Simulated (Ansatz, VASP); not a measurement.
# Two plane-wave programs on BaTe

```
CELL_PARAMETERS angstrom
4.90930 0.00000 0.00000
0.00000 4.90930 0.00000
0.00000 0.00000 25.41419
ATOMIC_POSITIONS crystal
Ba 0.50000 0.50000 0.29511
Ba 0.00000 0.00000 0.43170
Ba 0.50000 0.50000 0.56830
Ba 0.00000 0.00000 0.70489
Te 0.00000 0.00000 0.29511
Te 0.50000 0.50000 0.43170
Te 0.00000 0.00000 0.56830
Te 0.50000 0.50000 0.70489
```

Alike in both runs: task single point; functional PBEsol; k mesh 6 × 6 × 1; occupations gaussian, width 0.05 eV; no spin polarisation.

|  | VASP | Ansatz |
| --- | --- | --- |
| version | VASP 6.6.1 | Ansatz 0.2.0 |
| potentials or method | VASP PAW PBE potentials, release 64 (Ba_sv, Te) | scalar-relativistic, plane waves, PAW |
| plane-wave cutoff (eV) | 520 | 420 |
| valence electrons in the cell | 64 | 104 |

|  | VASP | Ansatz | Ansatz less VASP |
| --- | --- | --- | --- |
| gap on the k mesh at the Fermi level (eV) | 1.46 | 1.54 | +0.085 |
| least direct gap on the mesh (eV) | 1.46 | 1.54 | +0.085 |
| rms of the force components (eV/Å) | 0.076 | 0.078 | +0.0024 |

The two sets of potentials don't hold the same shells in valence.

Caveats: the PAW data sets were made with another functional, which shifts forces and pressure a little (VASP); spin-orbit coupling is left out, which moves the levels of the heavy elements.
